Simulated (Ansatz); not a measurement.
`CCOC(=O)C(F)(F)F` + H₂ → `CCOC=O` + `FC(F)F`  (hydrogenolysis of a C–C bond)

Program: Ansatz. Geometries: PBE0-D4/def2-TZVP. ΔE: electronic, gas phase. CCSD(T)/CBS adds triple-zeta CCSD(T) − MP2 to the extrapolated MP2 energy (def2 sets, frozen cores). This one scheme is used for every species. DFT in def2-TZVPP. B3LYP here is the variant with VWN-RPA as its local correlation; programs differ in this. One conformer a species, not always the lowest.

```csv
level,ΔE (kcal/mol),difference from CCSD(T)/CBS
ωB97X-V,-14.6,1.1
PBE,-15.9,-0.2
PBE0,-16.8,-1.1
B3LYP,-18.1,-2.4
HF/def2-TZVPP,-21.2,-5.5
MP2/def2-TZVPP,-15.6,0.1
CCSD/def2-TZVPP,-17.0,-1.3
CCSD(T)/def2-TZVPP,-15.7,0.0
HF/def2-QZVPP,-21.2,-5.5
MP2/def2-QZVPP,-15.6,0.1
CCSD(T)/CBS,-15.7,0
```

Largest T1 diagnostic among the species: 0.014.

The D4 term adds +2.4 kcal/mol with B3LYP and +1.4 kcal/mol with PBE0; it sums over pairs of atoms, weighted by their polarisabilities, and B3LYP, whose exchange is more repulsive, gets the larger term. From PBE to PBE0 (25 % exact exchange), in def2-TZVPP and without D4, ΔE moves by −0.8 kcal/mol. In def2-TZVPP, CCSD(T) changes the Hartree–Fock value by +5.5 kcal/mol (the triples alone add +1.3 kcal/mol) and MP2 by +5.6 kcal/mol.

CCSD(T)/CBS has its own doubt, a few kJ/mol and more with outer-core shells, so smaller differences from it don't rank the levels.
